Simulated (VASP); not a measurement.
## AgCl (Chlorargyrite): band structure with r2SCAN

**What was measured.**

From a printed reference work, data compilation, for a bulk crystal of AgCl: band gap 3.249 eV (indirect).

The system is AgCl (Chlorargyrite).

```
CELL_PARAMETERS angstrom
0.00000 2.73500 2.73500
2.73500 0.00000 2.73500
2.73500 2.73500 0.00000
ATOMIC_POSITIONS crystal
Ag 0.00000 0.00000 0.00000
Cl 0.50000 0.50000 0.50000
```

| Item | Value |
| --- | --- |
| Program | VASP 6.6.1 |
| Task | band structure |
| Functional | r2SCAN |
| Potentials or basis | VASP PAW PBE potentials, release 64 (Ag, Cl) |
| Cutoff | 520 eV |
| k mesh | 8 × 8 × 8 |
| Occupations | gaussian, width 0.02 eV |
| Spin | no spin polarisation |
| Ladder | free |
| Further INCAR settings | ALGO = Normal; EDIFF = 1e-06; NBANDS = 16 |

```json
{"Pressure": "2.2 GPa", "Band gap on the k mesh": "1.42 eV, indirect (least direct gap 3.85 eV)", "Band gap along the path": "1.43 eV, indirect (least direct gap 3.69 eV)"}
```

Levels at the corners of the path, in eV from the valence-band top:
```csv
point,band 5,band 6,band 7,band 8,band 9,band 10,band 11,band 12,band 13,band 14
Γ,-2.61,-2.61,-2.61,-2.56,-2.56,1.43,11.32,11.32,11.32,12.73
X,-2.97,-2.35,-2.08,-2.08,-1.94,2.85,8.29,9.40,12.57,12.57
X,-2.97,-2.35,-2.08,-2.08,-1.94,2.85,8.29,9.40,12.57,12.57
W,-2.13,-2.13,-2.08,-2.04,-1.23,4.78,8.38,8.38,8.73,14.44
W,-2.13,-2.13,-2.08,-2.04,-1.23,4.78,8.38,8.38,8.73,14.44
K,-2.47,-2.15,-1.97,-1.72,-1.13,4.14,7.72,8.73,10.63,12.51
K,-2.47,-2.15,-1.97,-1.72,-1.13,4.14,7.72,8.73,10.63,12.51
Γ,-2.61,-2.61,-2.61,-2.56,-2.56,1.43,11.32,11.32,11.32,12.73
Γ,-2.61,-2.61,-2.61,-2.56,-2.56,1.43,11.32,11.32,11.32,12.73
L,-2.21,-2.21,-1.87,0.00,0.00,4.60,7.41,8.19,8.19,14.26
L,-2.21,-2.21,-1.87,0.00,0.00,4.60,7.41,8.19,8.19,14.26
U,-2.47,-2.15,-1.97,-1.72,-1.13,4.14,7.72,8.73,10.63,12.51
U,-2.47,-2.15,-1.97,-1.72,-1.13,4.14,7.72,8.73,10.63,12.51
W,-2.13,-2.13,-2.08,-2.04,-1.23,4.78,8.38,8.38,8.73,14.44
W,-2.13,-2.13,-2.08,-2.04,-1.23,4.78,8.38,8.38,8.73,14.44
L,-2.21,-2.21,-1.87,0.00,0.00,4.60,7.41,8.19,8.19,14.26
L,-2.21,-2.21,-1.87,0.00,0.00,4.60,7.41,8.19,8.19,14.26
K,-2.47,-2.15,-1.97,-1.72,-1.13,4.14,7.72,8.73,10.63,12.51
U,-2.47,-2.15,-1.97,-1.72,-1.13,4.14,7.72,8.73,10.63,12.51
X,-2.97,-2.35,-2.08,-2.08,-1.94,2.85,8.29,9.40,12.57,12.57
```

Wall time 5.5 min on 1 thread of AMD EPYC 7R43 64-Core Processor (Zen 3), on a shared host, peak memory 0.14 GiB.

Measured gap of AgCl: 3.249 eV (indirect; a printed reference work, data compilation). This calculation gives 1.43 eV (-1.82 eV). So large a miss can be the level of theory's own, or it may mean another phase, state or a wrong row. Spin-orbit coupling on Ag is left out. The value is that of r2SCAN, without temperature or zero-point motion.

Caveat: the PAW data sets were made with another functional, which shifts forces and pressure a little.
